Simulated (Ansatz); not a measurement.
**InSb: response to strain**

Aim: deform InSb (equal xx and yy strain of -3 %) and compute stress, forces and field gradients with LAPW, PAW and all-electron datasets made for the crystal.

Method: DFT LDA, scalar-relativistic, in Ansatz 0.2.0.

### Step 1. The starting structure

It takes space group Pmmn (No. 59, orthorhombic). Conventional cell: a = 5.357 Å, b = 5.712 Å, c = 3.063 Å, α = 90.00°, β = 90.00°, γ = 90.00°. Around In (site symmetry mm2) lie 4 Sb at 2.73 to 2.90 Å and 2 In at 3.06 Å. Around Sb (site symmetry mm2) lie 4 In at 2.73 to 2.90 Å and 2 Sb at 3.06 Å.

Coordinates:

```cif
data_structure
_symmetry_space_group_name_H-M 'P 1'
_symmetry_Int_Tables_number 1
_cell_length_a 5.3570
_cell_length_b 5.7120
_cell_length_c 3.0630
_cell_angle_alpha 90.000
_cell_angle_beta 90.000
_cell_angle_gamma 90.000
_cell_volume 93.73
loop_
_atom_site_label
_atom_site_type_symbol
_atom_site_fract_x
_atom_site_fract_y
_atom_site_fract_z
_atom_site_occupancy
In1 In 0.00000 0.00000 0.00000 1
In2 In 0.50000 0.50000 0.00000 1
Sb1 Sb 0.50000 0.00000 0.83500 1
Sb2 Sb 0.00000 0.50000 0.16500 1
```

Atoms are numbered in the order of the input: In1, In2, Sb3, Sb4.

### Step 2. The deformed structure

Space group Pmmn before, Pmmn after.

### Step 3. All-electron LAPW

Input file input.yaml:

```yaml
crystal:
  lattice:
    - [5.19629, 0.0, 0.0]
    - [0.0, 5.54064, 0.0]
    - [0.0, 0.0, 3.063]
  atoms:
    - { symbol: In, position: [0.0, 0.0, 0.0] }
    - { symbol: In, position: [0.5, 0.5, 0.0] }
    - { symbol: Sb, position: [0.5, 0.0, 0.835] }
    - { symbol: Sb, position: [0.0, 0.5, 0.165] }
kpoints:
  mp_grid: { grid: [6, 6, 11] }
  band_path:
    path:
      - [0.0, 0.0, 0.0]
      - [0.5, 0.0, 0.0]
      - [0.5, 0.5, 0.0]
      - [0.0, 0.5, 0.0]
      - [0.0, 0.0, 0.0]
      - [0.0, 0.0, 0.5]
      - [0.5, 0.0, 0.5]
      - [0.5, 0.5, 0.5]
      - [0.0, 0.5, 0.5]
    npoints: 5
scf:
  occupations: { method: fermi_dirac, width: 0.08 }
hamiltonian:
  xc: lda
  pseudopotentials: { kind: all_electron, lapw: { basis_error: 0.001 } }
output:
  forces: true
  stress: true
  eigenvalues: true
```

Run with:

```
$ ansatz run input.yaml --threads 1 --pin off --max-ram 6144MiB --backend cpu --events-out ev --progress --plain --runs-dir out
```

The log of the run, shortened:

```text
LAPW: plane waves up to 8.787 Å⁻¹, error target 1.0e-3 eV per atom; small_component_spin mean_spin; In in spheres of 1.326 Å, 21 of its electrons in bands, Dirac shells []; Sb in spheres of 1.321 Å, 23 of its electrons in bands, Dirac shells []
[...]
Pseudopotentials: kind: all_electron
Pseudopotential: In, LAPW, valence charge 21, Koelling and Harmon's equation, gaussian nucleus
Pseudopotential: Sb, LAPW, valence charge 23, Koelling and Harmon's equation, gaussian nucleus
Functional definition: SPW92
[...]
Crystal: 4 atoms, lattice volume = 88.186 Å³
Basis set: ecut = 294.1824993491718 eV, 1029 PW (Γ), exchange–correlation at level 2
Bands: 53, of which v1, the nominal top of the filled ones, is band 44 counted from 1 (43 counted from 0)
Symmetry: 8 space group operations
Space group: Pmmn (ITA 59), of the structure as read, at distance tolerance 4.5e-5 Å
k-points: 96 of 396
[...]
SCF iter   1: F=—  HF=-672249.196042 eV  |F-HF|=—  |Δ(HF+E_count)|=         —  Δρ=1.69e-2  dr2=2.74e-1  ethr=3.09e-4  ⟨swp⟩=3.0  Hψ=33215  notcnv=0
[...]
SCF iter   9: F=-672249.004799 eV  HF=-672249.004799 eV  |F-HF|=2.21e-8  |Δ(HF+E_count)|=   1.98e-7  Δρ=8.41e-6  dr2=5.14e-8  ethr=3.20e-10  ⟨swp⟩=2.0  Hψ=14215  notcnv=0
[...]
NSCF: frozen V_eff on 41 k-points
SCF converged after 9 iterations
Free energy (F): -672249.004799 eV
[...]
E sigma→0 (E₀):  -672248.986682 eV
Entropy (-TS):   -0.036234 eV (-9.058 meV/atom)
Fermi energy:    17.372584 eV
[...]
--- Forces (eV/Å), atoms counted from 1 ---
  atom   1  In    -0.00000000    -0.00000000     0.35249909
  atom   2  In     0.00000000     0.00000000    -0.35249909
  atom   3  Sb     0.00000000     0.00000000    -0.95445996
  atom   4  Sb    -0.00000000    -0.00000000     0.95445996
[...]
--- Stress (GPa, compression-positive) ---
       35.840983       0.000000      -0.000000
        0.000000      16.549018      -0.000000
       -0.000000      -0.000000       7.543660
  P = ⅓ Tr σ = 19.9779 GPa (199.779 kbar)
--- Band table (eV; the first three rows and the last of 96) ---
[...]
```

It took 2.1 min on 1 thread of Arm Neoverse V2, shared host; peak memory 1 GiB.

Read from it: pressure 19.98 GPa; no gap; largest force 0.954 eV/Å.

### Step 4. Frozen-core PAW

Input file input.yaml:

```yaml
crystal:
  lattice:
    - [5.19629, 0.0, 0.0]
    - [0.0, 5.54064, 0.0]
    - [0.0, 0.0, 3.063]
  atoms:
    - { symbol: In, position: [0.0, 0.0, 0.0] }
    - { symbol: In, position: [0.5, 0.5, 0.0] }
    - { symbol: Sb, position: [0.5, 0.0, 0.835] }
    - { symbol: Sb, position: [0.0, 0.5, 0.165] }
kpoints:
  mp_grid: { grid: [6, 6, 11] }
scf:
  occupations: { method: fermi_dirac, width: 0.08 }
hamiltonian:
  xc: lda
  pseudopotentials: { kind: paw }
output:
  forces: true
  stress: true
  eigenvalues: true
  efg: { contact_densities: true }
```

Run with:

```
$ ansatz run input.yaml --threads 1 --pin off --max-ram 6144MiB --backend cpu --events-out ev --progress --plain --runs-dir out
```

The log of the run, shortened:

```text
In, Sb: output.efg is read without spin–orbit coupling, which moves field gradients at and beside such atoms by some per cent and up to a factor of two; PAW files take it under magnetization.noncollinear and magnetization.spin_orbit
[...]
Pseudopotentials: kind: paw
Pseudopotential: In, paw, valence charge 13, recommended cutoff 420 eV (normal)
Pseudopotential: Sb, paw, valence charge 15, recommended cutoff 420 eV (normal)
[... 1 set-up line as earlier in the session ...]
[...]
Crystal: 4 atoms, lattice volume = 88.186 Å³
Basis set: ecut = 420 eV, 1721 PW (Γ)
Bands: 34, of which v1, the nominal top of the filled ones, is band 28 counted from 1 (27 counted from 0)
[... 2 set-up lines as earlier in the session ...]
k-points: 96 of 396
[...]
--- Stress (GPa, compression-positive) ---
       35.823513       0.000000      -0.000000
        0.000000      16.509032      -0.000000
       -0.000000      -0.000000       7.504676
  P = ⅓ Tr σ = 19.9457 GPa (199.457 kbar)
--- PAW observables at the nuclei: V_zz in 10²¹ V/m², potentials from the cell's mean, atoms counted from 1 ---
  atom   1  In V_zz =    -8.737866   η = 0.8829   by run symmetry: allowed
            electrostatic potential = -7943.913565 V   contact ρ = 1128509.639641 e/Å³
  atom   2  In V_zz =    -8.737866   η = 0.8829   by run symmetry: allowed
            electrostatic potential = -7943.913565 V   contact ρ = 1128509.639641 e/Å³
  atom   3  Sb V_zz =   +14.704253   η = 0.0709   by run symmetry: allowed
            electrostatic potential = -8414.757378 V   contact ρ = 1344754.329575 e/Å³
  atom   4  Sb V_zz =   +14.704253   η = 0.0709   by run symmetry: allowed
            electrostatic potential = -8414.757378 V   contact ρ = 1344754.329575 e/Å³
--- Band table (eV; the first three rows and the last of 96) ---
[...]
```

Run time: 15 s. Hardware: 1 thread of Arm Neoverse V2, shared host; peak memory 0.53 GiB.

In short: pressure 19.95 GPa; no gap; largest force 0.954 eV/Å; Vzz In1 -8.74 (η = 0.88), Sb3 14.70 (η = 0.07) (10²¹ V/m²).

### Step 5. All-electron PAW on datasets made for the crystal

Edit input.yaml of step 4 so:

```diff
@@ -16,3 +16,3 @@
   xc: lda
-  pseudopotentials: { kind: paw }
+  pseudopotentials: { kind: all_electron, datasets: crystal }
 output:
```

Run with:

```
$ ansatz run input.yaml --threads 1 --pin off --max-ram 6144MiB --backend cpu --events-out ev --progress --plain --runs-dir out
```

The log of the run, shortened:

```text
[...]
In, Sb: output.efg is read without spin–orbit coupling, which moves field gradients at and beside such atoms by some per cent and up to a factor of two; PAW files take it under magnetization.noncollinear and magnetization.spin_orbit
[...]
[... 1 set-up line as earlier in the session ...]
Pseudopotential: In, paw, valence charge 21, recommended cutoff 280 eV (normal), Koelling and Harmon's equation, gaussian nucleus
Pseudopotential: Sb, paw, valence charge 15, recommended cutoff 280 eV (normal), Koelling and Harmon's equation, gaussian nucleus
[... 1 set-up line as earlier in the session ...]
[...]
Crystal: 4 atoms, lattice volume = 88.186 Å³
Basis set: ecut = 280 eV, 941 PW (Γ)
Bands: 34, of which v1, the nominal top of the filled ones, is band 28 counted from 1 (27 counted from 0)
[... 2 set-up lines as earlier in the session ...]
[...]
       35.843133       0.000000      -0.000000
        0.000000      16.547119      -0.000000
       -0.000000      -0.000000       7.540355
  P = ⅓ Tr σ = 19.9769 GPa (199.769 kbar)
  It holds what live shells' own plane waves past their cutoff add
--- PAW observables at the nuclei: V_zz in 10²¹ V/m², potentials from the cell's mean, atoms counted from 1 ---
  atom   1  In V_zz =    -8.511783   η = 0.8939   by run symmetry: allowed
            electrostatic potential = -7939.868428 V   contact ρ = 1128424.075605 e/Å³
  atom   2  In V_zz =    -8.511783   η = 0.8939   by run symmetry: allowed
            electrostatic potential = -7939.868428 V   contact ρ = 1128424.075605 e/Å³
  atom   3  Sb V_zz =   +14.811603   η = 0.0733   by run symmetry: allowed
            electrostatic potential = -8410.593904 V   contact ρ = 1344606.590609 e/Å³
  atom   4  Sb V_zz =   +14.811603   η = 0.0733   by run symmetry: allowed
            electrostatic potential = -8410.593904 V   contact ρ = 1344606.590609 e/Å³
--- Band table (eV; the first three rows and the last of 96) ---
[...]
```

Run time: 40 s. Hardware: 1 thread of Arm Neoverse V2, shared host; peak memory 1.1 GiB.

This run gives: pressure 19.98 GPa; no gap; largest force 0.955 eV/Å; Vzz In1 -8.51 (η = 0.89), Sb3 14.81 (η = 0.07) (10²¹ V/m²).

### Step 6. Side by side

Stress (GPa, compression positive):

```csv
method,xx,yy,zz,yz,xz,xy
LAPW,35.84,16.55,7.54,0.00,0.00,0.00
PAW,35.82,16.51,7.50,0.00,0.00,0.00
crystal datasets,35.84,16.55,7.54,0.00,0.00,0.00
```

Forces (eV/Å):

| atom | LAPW x | LAPW y | LAPW z | PAW x | PAW y | PAW z | crystal datasets x | crystal datasets y | crystal datasets z |
| --- | --- | --- | --- | --- | --- | --- | --- | --- | --- |
| In1 | 0.000 | 0.000 | 0.352 | 0.000 | 0.000 | 0.353 | 0.000 | 0.000 | 0.353 |
| In2 | 0.000 | 0.000 | -0.352 | 0.000 | 0.000 | -0.353 | 0.000 | 0.000 | -0.353 |
| Sb3 | 0.000 | 0.000 | -0.954 | 0.000 | 0.000 | -0.954 | 0.000 | 0.000 | -0.955 |
| Sb4 | 0.000 | 0.000 | 0.954 | 0.000 | 0.000 | 0.954 | 0.000 | 0.000 | 0.955 |

```
          method  pressure (GPa)  largest force (eV/Å)  Vzz In1 (10²¹ V/m²)  Vzz Sb3 (10²¹ V/m²)  SCF cycles, all passes
            LAPW           19.98                 0.954                    –                    –                       9
             PAW           19.95                 0.954                -8.74                14.70                       7
crystal datasets           19.98                 0.955                -8.51                14.81                       9
```

### Step 7. Summary of results

| quantity | value |
| --- | --- |
| pressure | LAPW 19.98, PAW 19.95, crystal datasets 19.98 GPa |
| largest shear or deviatoric stress (LAPW) | 15.86 GPa |

**Reading.** The largest part of the stress beyond the pressure is 15.86 GPa in size, in the xx component; the atoms are carried along and not relaxed. No run of the undeformed cell stands beside it, so the pressure holds what the given cell had before the change. PAW: stress within 0.04 GPa of LAPW, forces within 1 meV/Å. Crystal datasets: stress within 0.01 GPa of LAPW, forces within 1 meV/Å. Spin-orbit coupling is left out, though the cell holds Sb; in elements this heavy it can shift bands and gaps by tenths of an eV.
